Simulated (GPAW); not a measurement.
A run of GPAW 26.7.0 is set up as follows.

File run.py:

```python
from ase import Atoms
from ase.dft.bandgap import bandgap
from ase.io import write
from ase.units import GPa
from gpaw import GPAW, PW

atoms = Atoms(['Cu', 'O'],
              cell=[[0.0, 2.32725273, 2.32725273],
                    [2.32725273, 0.0, 2.32725273],
                    [2.32725273, 2.32725273, 0.0]],
              scaled_positions=[[0.0, 0.0, 0.0],
                                [0.25, 0.25, 0.25]],
              pbc=True)
atoms.set_initial_magnetic_moments([0.0, 0.0])

calc = GPAW(mode=PW(800),
            xc='MGGA_X_R2SCAN+MGGA_C_R2SCAN',
            kpts={'size': (7, 7, 7), 'gamma': True},
            occupations={'name': 'methfessel-paxton', 'order': 0, 'width': 0.05},
            setups={'Cu': ':d,8.0'},
            spinpol=True,
            nbands=19,
            convergence={'density': 1e-05, 'energy': 1e-05},
            maxiter=150,
            txt='gpaw.txt')
atoms.calc = calc
energy = atoms.get_potential_energy()
forces = atoms.get_forces()
stress = atoms.get_stress()
calc.write('gs.gpw')
write('result.traj', atoms)
print(f'Energy: {energy:.6f} eV')
print('Forces (eV/A):')
print(forces.round(4))
print('Stress (GPa):', (stress / GPa).round(3))
print('Moments:', calc.get_magnetic_moments().round(3))
print('Fermi level:', round(calc.get_fermi_level(), 4), 'eV')
print(f'Gap: {bandgap(calc)[0]:.4f} eV, direct: {bandgap(calc, direct=True)[0]:.4f} eV')
```

Potentials or basis: GPAW PAW data sets (gpaw-data 1.2.1), pw.

Command:

```console
$ OMP_NUM_THREADS=1 python run.py
```

Problem. Estimate the net moment.

Solution. 0.00 μB per cell.

Problem. What does it give for the pressure?

Solution. -12.8 GPa.

Problem. What does it give for the band gap on the k mesh?

Solution. None (metal or under the smearing width).

Caveat: with this Cu data set, volumes or pressures lay over 1.5 % or 2 GPa off other programs in two to four cells of ten; the PAW data sets were made with another functional, which shifts forces and pressure a little.
